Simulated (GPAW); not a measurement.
**A GW chain in GPAW: SnCl2 (2H monolayer)**

The cell holds 3 atoms: 1 Sn and 2 Cl. Its edges and angles: a = 3.913 Å, b = 3.913 Å, c = 14.100 Å, α = 90.0°, β = 90.0°, γ = 120.0°. Vacuum lies along c.

```xyz
3
Lattice="3.9127 0.0000 0.0000 -1.9563 3.3885 0.0000 0.0000 0.0000 14.1000" Properties=species:S:1:pos:R:3
Sn    0.0000    2.2590    7.0500
Cl    1.9563    1.1295    8.7395
Cl    1.9563    1.1295    5.3605
```

- method: DFT, LDA, plane waves, PAW (and 1 further level or step)
- program: GPAW 26.7.0
- settings: cutoff 450 eV, GPAW PAW setups 1.2.1 data release, 9×9×1 k-mesh, nbands 313
- cost: 3 runs, 6.1 min in all on 4 MPI ranks of Arm Neoverse V1, shared host
- notes: The structure was relaxed with LDA. Limits: no spin-orbit coupling.
- LDA gap: 2.51 eV, indirect
- G0W0 gap on the mesh: 4.20 eV
- GW settings: 9×9×1 mesh, 141 bands, screening to 48 eV, full frequency, Hilbert transform
- known limits: short of the basis limit; no spin-orbit coupling

G0W0 moves the gap on the mesh from 2.51 eV to 4.20 eV (+1.69 eV), with Z of 0.76 and 0.80 at the edges. Bands and cutoff are finite, so the gap stands short of the basis limit, usually by up to a few tenths of an eV; the mesh is an error of its own.

[Long decimals in the printed logs are rounded to 6 places.]

[Logs are printed without paths, hosts, clocks, repeated set-up lines and the standing remarks that a program may print on its own settings, such as how far it seeks lower states.]

[Paths, hosts, dates, memory and timing lines, banners, echoed tables and standing remarks are left out of the program output; an Ansatz launch command may be rebuilt from the run's recorded settings. Measured values are a selection of at most five: reports struck by readers or far from the other reports are left out. None is set beside runs whose start may be inverted or whose files or cutoffs have a known fault.]

[Runs of the session that timed out or met a known fault of the program may be left out.]

[Hosts, paths, dates, database ids (printed as entryN), source tags and the programs' standing remarks are cut or masked in the printed files.]

[Where the starting crystal was built by hand or by swapping elements, it need not be the compound's stable phase.]
